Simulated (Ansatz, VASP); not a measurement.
## Mg in VASP and in Ansatz

INCAR

```
PREC = Accurate ; ENCUT = 520
EDIFF = 1E-6 ; ISMEAR = 0
SIGMA = 0.15 ; LREAL = False
LASPH = True ; NELM = 100
ALGO = Normal ; ISIF = 2
LWAVE = False ; LCHARG = False
GGA = CA ; NBANDS = 9
```

KPOINTS

```
Automatic mesh
0
Gamma
  18 18 10
```

The input POSCAR:

```
Mg
1.0
    3.3296192150      0.0000000000      0.0000000000
   -1.6648096075      2.7793106748      0.0000000000
    0.0000000000      0.0000000000      5.2103300000
Mg
2
Direct
    0.3333333333      0.6666666667      0.2500000000
    0.6666666667      0.3333333333      0.7500000000
```

Input for Ansatz:

```yaml
crystal:
  lattice:
    - [3.329619215, 0.0, 0.0]
    - [-1.6648096075, 2.7793106748, 0.0]
    - [0.0, 0.0, 5.21033]
  atoms:
    - { symbol: Mg, position: [0.3333333333, 0.6666666667, 0.25] }
    - { symbol: Mg, position: [0.6666666667, 0.3333333333, 0.75] }
basis:
  ecutwfc: 420
kpoints:
  mp_grid: { grid: [18, 18, 10] }
hamiltonian:
  xc: lda
scf:
  occupations: { method: gaussian, width: 0.15 }
output:
  forces: true
  stress: true
  eigenvalues: true
```

Change from the starting cell: strain +0.0375 x Voigt [1, 0, 0, 0, 0, 0], atoms carried along.

Alike in both runs: task single point; functional LDA; k mesh 18 × 18 × 10; occupations gaussian, width 0.15 eV; no spin polarisation.

|  | VASP | Ansatz |
| --- | --- | --- |
| version | VASP 6.6.1 | Ansatz 0.2.0 |
| potentials or method | VASP PAW LDA potentials, release 64 (Mg) | scalar-relativistic, plane waves, PAW |
| plane-wave cutoff (eV) | 520 | 420 |
| valence electrons in the cell | 4 | 20 |

|  | VASP | Ansatz | Ansatz less VASP |
| --- | --- | --- | --- |
| gap on the k mesh at the Fermi level (eV) | none | none | - |
| pressure (GPa) | -3.7 | -3.4 | +0.30 |
| largest component of the traceless stress (GPa) | 0.72 | 0.72 | -0.002 |
| rms of the force components (eV/Å) | 0.012 | 0.012 | -0.0002 |

Atom by atom the forces differ by 0.000 eV/Å (rms over components). A gap of «none» marks a metal or a gap that the smearing closes. The two sets of potentials don't hold the same shells in valence.
